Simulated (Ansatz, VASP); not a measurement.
## One calculation of BAs, two programs

```
B As
1.0
     0.00000    2.36010    2.38394
     2.38394    0.00000    2.38394
     2.38394    2.36010    0.00000
B As
1 1
Direct
  0.00000 0.00000 0.00000
  0.75000 0.75000 0.75000
```

Change from the starting cell: strain e2 = -0.01, atoms carried along.

Alike in both runs: task single point; functional PBEsol; k mesh 12 × 12 × 12; occupations gaussian, width 0.05 eV; no spin polarisation.

|  | VASP | Ansatz |
| --- | --- | --- |
| version | VASP 6.6.1 | Ansatz 0.2.0 |
| potentials or method | VASP PAW PBE potentials, release 64 (B, As) | scalar-relativistic, plane waves, PAW |
| plane-wave cutoff (eV) | 520 | 420 |
| valence electrons in the cell | 8 | 18 |

```tsv
	VASP	Ansatz	Ansatz less VASP
gap on the k mesh at the Fermi level (eV)	0.91	0.92	+0.010
least direct gap on the mesh (eV)	3.15	3.16	+0.004
pressure (GPa)	2.4	1.4	-0.92
largest component of the traceless stress (GPa)	1.36	1.37	+0.008
```

The two sets of potentials don't hold the same shells in valence.

Caveats: the PAW data sets were made with another functional, which shifts forces and pressure a little (VASP). A k mesh can miss the band edges.
